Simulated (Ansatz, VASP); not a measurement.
# B: VASP beside Ansatz

```
B
1.0
     1.64920    0.00000    0.00000
    -0.82460    1.42825    0.00000
     0.00000    0.00000    3.87391
B
1
Direct
  0.00000 0.00000 0.00000
```

Alike in both runs: task single point; functional PBE; dispersion D3(BJ); k mesh 36 × 36 × 14; occupations gaussian, width 0.15 eV; no spin polarisation.

|  | VASP | Ansatz |
| --- | --- | --- |
| version | VASP 6.6.1 | Ansatz 0.2.0 |
| potentials or method | VASP PAW PBE potentials, release 64 (B) | scalar-relativistic, plane waves, PAW |
| plane-wave cutoff (eV) | 520 | 420 |
| valence electrons in the cell | 3 | 3 |

```tsv
	VASP	Ansatz	Ansatz less VASP
gap on the k mesh at the Fermi level (eV)	none	none	-
pressure (GPa)	19.5	19.6	+0.04
largest component of the traceless stress (GPa)	22.54	22.44	-0.098
```

A gap of «none» marks a metal or a gap that the smearing closes. The functional is the same, so the differences come from potentials, cutoffs and numerics.

Caveats: so large a pressure means that the cell lies far from this level's equilibrium, or that cutoff or potentials fall short (VASP); pairwise dispersion overbinds metals, which lowers pressure and volume.
